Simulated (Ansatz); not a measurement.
# ZnS: the cost of one run

Program: Ansatz 0.2.0. Level of theory: DFT PBE, scalar-relativistic, plane waves, PAW. These are calculated values, not measurements.

2 further runs of the same task are left out: 2 set aside as unsound or not needed.

### 1 The structure to begin with

Symmetry: F-43m, No. 216, cubic system. The conventional cell has a = 5.442 Å, b = 5.442 Å, c = 5.442 Å, α = 90.00°, β = 90.00°, γ = 90.00°. Around Zn (site symmetry -43m) lie 4 S at 2.36 Å. Around S (site symmetry -43m) lie 4 Zn at 2.36 Å.

As a file:

```xyz
2
Lattice="0.0000 2.7212 2.7212 2.7212 0.0000 2.7212 2.7212 2.7212 0.0000" Properties=species:S:1:pos:R:3 pbc="T T T"
Zn    0.0000    0.0000    0.0000
S     1.3606    1.3606    1.3606
```

It goes back to an entry of the Materials Project.

This cell was relaxed beforehand with the same method: volume 20.15 Å³/atom, gap on the mesh 2.02 eV.

The host's static dielectric tensor, from an earlier linear-response run, has a mean of 9.37.

### 2 The perfect supercell

Input file input.yaml:

```yaml
crystal:
  lattice:
    - [-8.1634631203, -8.1634631203, 0.0]
    - [-8.1634631203, 0.0, -8.1634631203]
    - [0.0, -8.1634631203, -8.1634631203]
  atoms:
    - { symbol: Zn, position: [0.6666666667, 0.6666666667, 0.3333333333] }
    - { symbol: Zn, position: [0.3333333333, 0.6666666667, 0.3333333333] }
    - { symbol: Zn, position: [1.0, 0.6666666667, 0.3333333333] }
    - { symbol: Zn, position: [0.6666666667, 0.3333333333, 0.3333333333] }
    - { symbol: Zn, position: [0.3333333333, 0.3333333333, 0.3333333333] }
    - { symbol: Zn, position: [1.0, 0.3333333333, 0.3333333333] }
    - { symbol: Zn, position: [0.6666666667, 1.0, 0.3333333333] }
    - { symbol: Zn, position: [0.3333333333, 1.0, 0.3333333333] }
    - { symbol: Zn, position: [1.0, 1.0, 0.3333333333] }
    - { symbol: Zn, position: [0.6666666667, 0.6666666667, 0.0] }
    - { symbol: Zn, position: [0.3333333333, 0.6666666667, 0.0] }
    - { symbol: Zn, position: [1.0, 0.6666666667, 0.0] }
    - { symbol: Zn, position: [0.6666666667, 0.3333333333, 0.0] }
    - { symbol: Zn, position: [0.3333333333, 0.3333333333, 0.0] }
    - { symbol: Zn, position: [1.0, 0.3333333333, 0.0] }
    - { symbol: Zn, position: [0.6666666667, 1.0, 0.0] }
    - { symbol: Zn, position: [0.3333333333, 1.0, 0.0] }
    - { symbol: Zn, position: [1.0, 1.0, 0.0] }
    - { symbol: Zn, position: [0.6666666667, 0.6666666667, 0.6666666667] }
    - { symbol: Zn, position: [0.3333333333, 0.6666666667, 0.6666666667] }
    - { symbol: Zn, position: [1.0, 0.6666666667, 0.6666666667] }
    - { symbol: Zn, position: [0.6666666667, 0.3333333333, 0.6666666667] }
    - { symbol: Zn, position: [0.3333333333, 0.3333333333, 0.6666666667] }
    - { symbol: Zn, position: [1.0, 0.3333333333, 0.6666666667] }
    - { symbol: Zn, position: [0.6666666667, 1.0, 0.6666666667] }
    - { symbol: Zn, position: [0.3333333333, 1.0, 0.6666666667] }
    - { symbol: Zn, position: [1.0, 1.0, 0.6666666667] }
    - { symbol: S, position: [0.5833333333, 0.5833333333, 0.5833333333] }
    - { symbol: S, position: [0.25, 0.5833333333, 0.5833333333] }
    - { symbol: S, position: [0.9166666667, 0.5833333333, 0.5833333333] }
    - { symbol: S, position: [0.5833333333, 0.25, 0.5833333333] }
    - { symbol: S, position: [0.25, 0.25, 0.5833333333] }
    - { symbol: S, position: [0.9166666667, 0.25, 0.5833333333] }
    - { symbol: S, position: [0.5833333333, 0.9166666667, 0.5833333333] }
    - { symbol: S, position: [0.25, 0.9166666667, 0.5833333333] }
    - { symbol: S, position: [0.9166666667, 0.9166666667, 0.5833333333] }
    - { symbol: S, position: [0.5833333333, 0.5833333333, 0.25] }
    - { symbol: S, position: [0.25, 0.5833333333, 0.25] }
    - { symbol: S, position: [0.9166666667, 0.5833333333, 0.25] }
    - { symbol: S, position: [0.5833333333, 0.25, 0.25] }
    - { symbol: S, position: [0.25, 0.25, 0.25] }
    - { symbol: S, position: [0.9166666667, 0.25, 0.25] }
    - { symbol: S, position: [0.5833333333, 0.9166666667, 0.25] }
    - { symbol: S, position: [0.25, 0.9166666667, 0.25] }
    - { symbol: S, position: [0.9166666667, 0.9166666667, 0.25] }
    - { symbol: S, position: [0.5833333333, 0.5833333333, 0.9166666667] }
    - { symbol: S, position: [0.25, 0.5833333333, 0.9166666667] }
    - { symbol: S, position: [0.9166666667, 0.5833333333, 0.9166666667] }
    - { symbol: S, position: [0.5833333333, 0.25, 0.9166666667] }
    - { symbol: S, position: [0.25, 0.25, 0.9166666667] }
    - { symbol: S, position: [0.9166666667, 0.25, 0.9166666667] }
    - { symbol: S, position: [0.5833333333, 0.9166666667, 0.9166666667] }
    - { symbol: S, position: [0.25, 0.9166666667, 0.9166666667] }
    - { symbol: S, position: [0.9166666667, 0.9166666667, 0.9166666667] }
basis:
  ecutwfc: 420
  xc_grid: 2
kpoints:
  mp_grid: { grid: [1, 1, 1], shift: [0.0, 0.0, 0.0] }
hamiltonian:
  xc: pbe
scf:
  occupations: { method: gaussian, width: 0.01 }
output:
  forces: true
  stress: true
  eigenvalues: true
```

Started as:

```bash
$ ansatz run input.yaml --threads 4 --pin off --max-ram 8192MiB --backend cpu --events-out ev --progress --plain --runs-dir out
```

What time and memory should one allow on 4 threads of Arm Neoverse N1, shared host?

About 13 s, with a peak of 1.3 GiB.
